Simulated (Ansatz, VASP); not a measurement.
One calculation of Mg, two programs

File INCAR:

```
ALGO = Normal ; EDIFF = 1E-6
ENCUT = 520 ; ISIF = 2
ISMEAR = -1 ; LASPH = True
LCHARG = False ; LREAL = False
LWAVE = False ; NBANDS = 9
NELM = 60 ; PREC = Accurate
SIGMA = 0.05
```

The input KPOINTS:

```
k-points
0
Gamma
  12 12 7
```

File POSCAR:

```
Mg
1.0
    3.2092715325      0.0000000000      0.0000000000
   -1.6046357662      2.7793106748      0.0000000000
    0.0000000000      0.0000000000      5.1061234000
Mg
2
Direct
    0.3333333333      0.6666666667      0.2500000000
    0.6666666667      0.3333333333      0.7500000000
```

Input for Ansatz:

```yaml
crystal:
  lattice:
    - [3.2092715325, 0.0, 0.0]
    - [-1.6046357662, 2.7793106748, 0.0]
    - [0.0, 0.0, 5.1061234]
  atoms:
    - { symbol: Mg, position: [0.3333333333, 0.6666666667, 0.25] }
    - { symbol: Mg, position: [0.6666666667, 0.3333333333, 0.75] }
kpoints:
  mp_grid: { grid: [12, 12, 7] }
  band_path:
    path:
      - [0.0, 0.0, 0.0]
      - [0.5, 0.0, 0.0]
      - [0.3333333333, 0.3333333333, 0.0]
      - [0.0, 0.0, 0.0]
      - [0.0, 0.0, 0.5]
      - [0.5, 0.0, 0.5]
      - [0.3333333333, 0.3333333333, 0.5]
      - [0.0, 0.0, 0.5]
      - [0.5, 0.0, 0.5]
    npoints: 5
scf:
  occupations: { method: fermi_dirac, width: 0.05 }
hamiltonian:
  xc: lda
  pseudopotentials: { kind: all_electron, lapw: { basis_error: 0.001 } }
output:
  forces: true
  stress: true
  eigenvalues: true
```

Change from the starting cell: zz strain of -2 %.

Alike in both runs: task single point; functional LDA; k mesh 12 × 12 × 7; occupations fermi-dirac, width 0.05 eV; no spin polarisation.

```csv
,VASP,Ansatz
version,VASP 6.6.1,Ansatz 0.2.0
potentials or method,"VASP PAW LDA potentials, release 64 (Mg)","all-electron LAPW, scalar-relativistic"
plane-wave cutoff (eV),520,see its input
```

```csv
,VASP,Ansatz,Ansatz less VASP
pressure (GPa),-2.2,-1.9,+0.35
largest component of the traceless stress (GPa),0.10,0.10,-0.001
```

Ansatz ran all-electron here, so the differences hold the error of VASP's frozen core and of both bases.
